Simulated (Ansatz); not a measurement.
# PbS: response to strain

Aim: deform PbS (equal xy, yz and zx engineering shear strains of +2 %) and compute stress, forces and field gradients with LAPW, PAW and all-electron datasets made for the crystal.

Computed with Ansatz 0.2.0 (DFT LDA, scalar-relativistic, unless a step's input says otherwise).

## 1. The structure to begin with

It takes space group Fm-3m (No. 225, cubic). Conventional cell: a = 5.930 Å, b = 5.930 Å, c = 5.930 Å, α = 90.00°, β = 90.00°, γ = 90.00°. Pb (site symmetry m-3m) is surrounded by 6 S at 2.96 to 2.97 Å. S (site symmetry m-3m) is surrounded by 6 Pb at 2.96 to 2.97 Å.

Structure file:

```xyz
2
Lattice="0.0000 2.9650 2.9650 2.9650 0.0000 2.9650 2.9650 2.9650 0.0000" Properties=species:S:1:pos:R:3 pbc="T T T"
Pb    0.0000    0.0000    0.0000
S     2.9650    2.9650    2.9650
```

Atoms are numbered in the order of the input: Pb1, S2.

## 2. The deformed structure

Space group Fm-3m before, R-3m after.

## 3. All-electron LAPW

input.yaml

```yaml
crystal:
  lattice:
    - [0.0593, 2.99465, 2.99465]
    - [2.99465, 0.0593, 2.99465]
    - [2.99465, 2.99465, 0.0593]
  atoms:
    - { symbol: Pb, position: [0.0, 0.0, 0.0] }
    - { symbol: S, position: [0.5, 0.5, 0.5] }
kpoints:
  mp_grid: { grid: [8, 8, 8] }
  band_path:
    path:
      - [0.0, 0.0, 0.0]
      - [0.5, 0.5, 0.5]
      - [0.2451701269, 0.5, 0.7548298731]
      - [-0.2451701269, 0.2451701269, 0.5]
      - [0.0, 0.0, 0.5]
      - [0.0, 0.0, 0.0]
      - [-0.3725850634, 0.0, 0.3725850634]
      - [0.0, 0.3725850634, 0.6274149366]
      - [0.0, 0.5, 0.5]
    npoints: 5
scf:
  occupations: { method: fermi_dirac, width: 0.01 }
hamiltonian:
  xc: lda
  pseudopotentials: { kind: all_electron, lapw: { basis_error: 0.0005 } }
output:
  forces: true
  stress: true
  eigenvalues: true
```

The run is started by

```console
> ansatz run input.yaml --threads 1 --pin off --max-ram 3072MiB --backend cpu --events-out ev --progress --plain --runs-dir out
```

## 4. Frozen-core PAW

input.yaml

```yaml
crystal:
  lattice:
    - [0.0593, 2.99465, 2.99465]
    - [2.99465, 0.0593, 2.99465]
    - [2.99465, 2.99465, 0.0593]
  atoms:
    - { symbol: Pb, position: [0.0, 0.0, 0.0] }
    - { symbol: S, position: [0.5, 0.5, 0.5] }
kpoints:
  mp_grid: { grid: [8, 8, 8] }
scf:
  occupations: { method: fermi_dirac, width: 0.01 }
hamiltonian:
  xc: lda
  pseudopotentials: { kind: paw }
output:
  forces: true
  stress: true
  eigenvalues: true
  efg: { contact_densities: true }
```

## 5. Datasets made for this crystal

input.yaml: that of step 4 with these lines changed.

```diff
@@ -14,3 +14,3 @@
   xc: lda
-  pseudopotentials: { kind: paw }
+  pseudopotentials: { kind: all_electron, datasets: crystal }
 output:
```

(Steps that only read results are left out.)

What does the calculation give? Wanted: pressure; largest shear or deviatoric stress.

As calculated:

```
                                 quantity                                              value
                                 pressure  LAPW -2.55, PAW -2.56, crystal datasets -2.55 GPa
largest shear or deviatoric stress (LAPW)                                           0.43 GPa
```

The largest part of the stress beyond the pressure is 0.43 GPa in size; the atoms are carried along and not relaxed. No run of the undeformed cell stands beside it, so the pressure holds what the given cell had before the change. PAW: stress within 0.01 GPa of LAPW. Crystal datasets: stress within 0.01 GPa of LAPW. Spin-orbit coupling is left out, though the cell holds Pb; in elements this heavy it can shift bands and gaps by tenths of an eV.
